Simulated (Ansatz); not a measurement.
# CuO: the cost of one run

Computed with Ansatz 0.2.0 (DFT PBE+U, scalar-relativistic, plane waves, PAW, unless a step's input says otherwise).

2 further runs of the same task are left out: 2 set aside as unsound or not needed. Runs told in other sessions of the task aren't counted.

### 1 Starting point

Symmetry: Cccm, No. 66, orthorhombic system. The conventional cell has a = 4.178 Å, b = 4.204 Å, c = 5.174 Å, α = 90.00°, β = 90.00°, γ = 90.00°. Cu (site symmetry 2/m) is surrounded by 4 O at 1.97 Å. Around O (site symmetry 222) lie 4 Cu at 1.97 Å.

Coordinates:

```
CELL_PARAMETERS angstrom
2.08920 -2.10177 0.00000
2.08920 2.10177 0.00000
0.00000 0.00000 5.17361
ATOMIC_POSITIONS crystal
Cu 0.00000 0.50000 0.00000
Cu 0.50000 0.00000 0.50000
O 0.50000 0.50000 0.25000
O 0.50000 0.50000 0.75000
```

It goes back to an entry of the Materials Project, which need not be the stable form.

This cell was relaxed beforehand with the same method: volume 11.36 Å³/atom, gap on the mesh none (metal).

### 2 Zero of energy

Reference values: F = -14380.7829 eV; pressure 0.00 GPa; largest force 0.000 eV/Å; gap on the mesh none (metal). It was computed beforehand with the settings of the runs below.

### 3 Next: rattled cells

All atoms are moved at random with no net shift, in some cells together with a random strain.

### 4 At rms move = 0.123 Å

File input.yaml:

```yaml
crystal:
  lattice:
    - [2.0906319695, -2.0931939191, -0.0425240677]
    - [2.0903441036, 2.0929077744, 0.0043574654]
    - [-0.0472570859, 0.0577006321, 5.1743195391]
  atoms:
    - { symbol: Cu, position: [-0.0015127627, 0.5055815827, 0.0202700853] }
    - { symbol: Cu, position: [0.496055673, -0.0290541706, 0.4720940443] }
    - { symbol: O, position: [0.5166879196, 0.5322777549, 0.265147093] }
    - { symbol: O, position: [0.4887691701, 0.491194833, 0.7424887774] }
basis:
  ecutwfc: 420
kpoints:
  mp_grid: { grid: [16, 16, 10] }
hamiltonian:
  xc: pbe
  hubbard: { sites: [{ species: Cu, l: d, u_eff: 4.0 }] }
scf:
  occupations: { method: gaussian, width: 0.15 }
output:
  forces: true
  stress: true
  eigenvalues: true
```

Run with:

```console
> ansatz run input.yaml --threads 2 --pin off --max-ram 5120MiB --backend cpu --events-out ev --progress --plain --runs-dir out
```

Q: Estimate wall time and peak memory on 2 threads of Arm Neoverse V1, shared host.

About 2.2 min, with a peak of 2.4 GiB.
